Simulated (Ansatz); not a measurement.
# Ta5C6: the cost of one run

Method: DFT r2SCAN, scalar-relativistic, plane waves, PAW, in Ansatz 0.2.0.

2 further runs of the same task are left out: 2 set aside as unsound or not needed. Runs told in other sessions of the task aren't counted.

### Step 1. The starting structure

Symmetry: Fm-3m, No. 225, cubic system. Conventional cell: a = 4.462 Å, b = 4.462 Å, c = 4.462 Å, α = 90.00°, β = 90.00°, γ = 90.00°. Ta (site symmetry m-3m) has 6 C at 2.23 Å in its first shell of neighbours. Around C (site symmetry m-3m) lie 6 Ta at 2.23 Å.

Structure file:

```cif
data_structure
_symmetry_space_group_name_H-M 'P 1'
_symmetry_Int_Tables_number 1
_cell_length_a 3.1550
_cell_length_b 3.1550
_cell_length_c 3.1550
_cell_angle_alpha 60.000
_cell_angle_beta 60.000
_cell_angle_gamma 60.000
_cell_volume 22.21
loop_
_atom_site_label
_atom_site_type_symbol
_atom_site_fract_x
_atom_site_fract_y
_atom_site_fract_z
_atom_site_occupancy
Ta1 Ta 0.00000 0.00000 0.00000 1
C1 C 0.50000 0.50000 0.50000 1
```

This cell was relaxed beforehand with the same method: volume 11.10 Å³/atom, gap on the mesh none (metal).

Bulk energy on matching settings, from an earlier run: -5098.6833 eV/atom.

### Step 2. The (111) slab

Planes are indexed in the bulk's conventional cell (Fm-3m (No. 225)), a = 4.462 Å, b = 4.462 Å, c = 4.462 Å, α = 90.00°, β = 90.00°, γ = 90.00°.

The slab is a (111) slab, 12.9 Å thick as cut, with 15 Å of vacuum; its outer planes are C (top) and C (bottom).

The slab as cut. Layers, bottom to top:

```
plane  atoms per cell  height over the lowest (Å)
    1               C                        0.00
    2              Ta                        1.29
    3               C                        2.58
    4              Ta                        3.86
    5               C                        5.15
    6              Ta                        6.44
    7               C                        7.73
    8              Ta                        9.02
    9               C                       10.30
   10              Ta                       11.59
   11               C                       12.88
```

### Step 3. The slab as cut, atoms at the bulk's places

The cell repeats along c, and a dipole correction in the vacuum removes the field between the copies.

Contents of input.yaml:

```yaml
crystal:
  lattice:
    - [3.1550454472, 0.0, 0.0]
    - [-1.5775227236, 2.7323495074, 0.0]
    - [0.0, 0.0, 27.8804191016]
  atoms:
    - { symbol: C, position: [0.3333333333, 0.6666666667, 0.2690059993] }
    - { symbol: Ta, position: [0.6666666667, 0.3333333333, 0.3152047994] }
    - { symbol: C, position: [0.0, 0.0, 0.3614035996] }
    - { symbol: Ta, position: [0.3333333333, 0.6666666667, 0.4076023997] }
    - { symbol: C, position: [0.6666666667, 0.3333333333, 0.4538011999] }
    - { symbol: Ta, position: [0.0, 0.0, 0.5] }
    - { symbol: C, position: [0.3333333333, 0.6666666667, 0.5461988001] }
    - { symbol: Ta, position: [0.6666666667, 0.3333333333, 0.5923976003] }
    - { symbol: C, position: [0.0, 0.0, 0.6385964004] }
    - { symbol: Ta, position: [0.3333333333, 0.6666666667, 0.6847952006] }
    - { symbol: C, position: [0.6666666667, 0.3333333333, 0.7309940007] }
basis:
  ecutwfc: 500
kpoints:
  mp_grid: { grid: [12, 12, 1] }
hamiltonian:
  xc: r2scan
scf:
  occupations: { method: gaussian, width: 0.1 }
output:
  forces: true
  stress: true
  eigenvalues: true
efield:
  axis: 3
  dipole_correction: true
  ramp_width: 0.04
```

Run with:

```sh
ansatz run input.yaml --threads 2 --pin off --max-ram 5120MiB --backend cpu --events-out ev --progress --plain --runs-dir out
```

Q: Estimate wall time and peak memory on 2 threads of Intel Xeon Platinum 8259CL at 2.50GHz (Skylake/Cascade Lake), shared host.

About 23 s, with a peak of 1 GiB.
